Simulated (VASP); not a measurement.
Tb: relaxation of cell and atoms with vdW-DF2

Tb:

```xyz
2
Lattice="3.6010 0.0000 0.0000 -1.8005 3.1186 0.0000 0.0000 0.0000 5.6936" Properties=species:S:1:pos:R:3 pbc="T T T"
Tb    1.8005    1.0395    4.2702
Tb    0.0000    2.0790    1.4234
```

```yaml
Program: VASP 6.6.1
Task: relaxation of cell and atoms
Functional: vdW-DF2
Potentials_or_basis: VASP PAW PBE potentials, release 64 (Tb_3), 4f in core
Cutoff: 600 eV
k_mesh: 9 × 9 × 5
Occupations: gaussian, width 0.05 eV
Spin: collinear spin, antiferromagnetic start
Starting_moments: "[6.0, -6.0] μB"
Further_INCAR_settings: ALGO = Fast; EDIFF = 1e-06; IBRION = 2; EDIFFG = -0.02; NSW = 40; ISIF = 3
```

The relaxed volume is 33.64 Å³/atom. The relaxed cell is a = 3.663 Å, b = 3.663 Å, c = 5.790 Å, α = 90.00°, β = 90.00°, γ = 120.00°. The space group after relaxing (to 0.05 Å) is P6_3/mmc (No. 194), the energy gained by relaxing is 11.6 meV/atom and the ionic steps are 3. The pressure after relaxing is 0.0 GPa and the band gap on the k mesh is none (metal or under the smearing width). The net moment is 0.00 μB per cell and the valence electrons inside the program's atomic spheres are Tb 7.76.

Step by step:
```
step  energy change (eV)  largest force (eV/Å)  pressure (GPa)  volume (Å³)
   1              0.0000                0.0000            2.31        63.94
   2             -0.0212                0.0000           -0.57        68.31
   3             -0.0232                0.0000            0.02        67.29
```

Final structure:
```cif
data_structure
_symmetry_space_group_name_H-M 'P 1'
_symmetry_Int_Tables_number 1
_cell_length_a 3.6632
_cell_length_b 3.6632
_cell_length_c 5.7901
_cell_angle_alpha 90.000
_cell_angle_beta 90.000
_cell_angle_gamma 120.000
_cell_volume 67.29
loop_
_atom_site_label
_atom_site_type_symbol
_atom_site_fract_x
_atom_site_fract_y
_atom_site_fract_z
_atom_site_occupancy
Tb1 Tb 0.66667 0.33333 0.75000 1
Tb2 Tb 0.33333 0.66667 0.25000 1
```

Levels at points of the mesh, in eV from the Fermi level:
Spin up:
```
           k point  band 5  band 6  band 7  band 8  band 9  band 10  band 11  band 12  band 13
(0.00, 0.00, 0.00)  -22.36  -22.33   -4.80   -2.07    1.32     1.64     1.64     1.91     2.28
```
Spin down:
| k point | band 5 | band 6 | band 7 | band 8 | band 9 | band 10 | band 11 | band 12 | band 13 |
| --- | --- | --- | --- | --- | --- | --- | --- | --- | --- |
| (0.00, 0.00, 0.00) | -22.36 | -22.33 | -4.80 | -2.07 | 1.32 | 1.64 | 1.64 | 1.91 | 2.28 |

Wall time 3.6 min on 1 thread of AMD EPYC 9R45 96-Core Processor (Zen 5), with other jobs on the host, peak memory 0.48 GiB.

Caveat: the magnetic or orbital state may not be the lowest; the PAW data sets were made with another functional, which shifts forces and pressure a little; spin-orbit coupling is left out, which moves the levels of the heavy elements; the 4f electrons are frozen in the core as for a trivalent ion, so they carry no moment and show no levels. Zero-point motion and thermal expansion aren't in these numbers.
